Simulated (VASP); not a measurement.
Here is a VASP 6.6.1 calculation.

Contents of INCAR:

```
ALGO = Fast
EDIFF = 1E-6
ENCUT = 520
ISIF = 2
ISMEAR = 0
LASPH = True
LCHARG = False
LREAL = False
LWAVE = False
NBANDS = 11
NELM = 80
PREC = Accurate
SIGMA = 0.1
```

The input KPOINTS:

```
k-points
0
Gamma
  8 8 8
```

File POSCAR:

```
AlN
1.0
    0.0000000000      2.0345180000      2.0345180000
    2.0345180000      0.0000000000      2.0345180000
    2.0345180000      2.0345180000      0.0000000000
Al N
1 1
Direct
    0.5000000000      0.5000000000      0.5000000000
    0.0000000000      0.0000000000      0.0000000000
```

Potentials or basis: VASP PAW LDA potentials, release 64 (Al, N).

Command:

```sh
$ cat potpaw_LDA.64/Al/POTCAR potpaw_LDA.64/N/POTCAR > POTCAR
$ mpirun -np 1 vasp_std > vasp.out
```

Problem. Predict the pressure.

Solution. -10.3 GPa.

Problem. What does it give for the band gap on the k mesh?

Solution. 4.28 eV, indirect (least direct gap 5.50 eV).

A k mesh can miss the band edges. As with any semilocal functional, this LDA gap is likely too small.
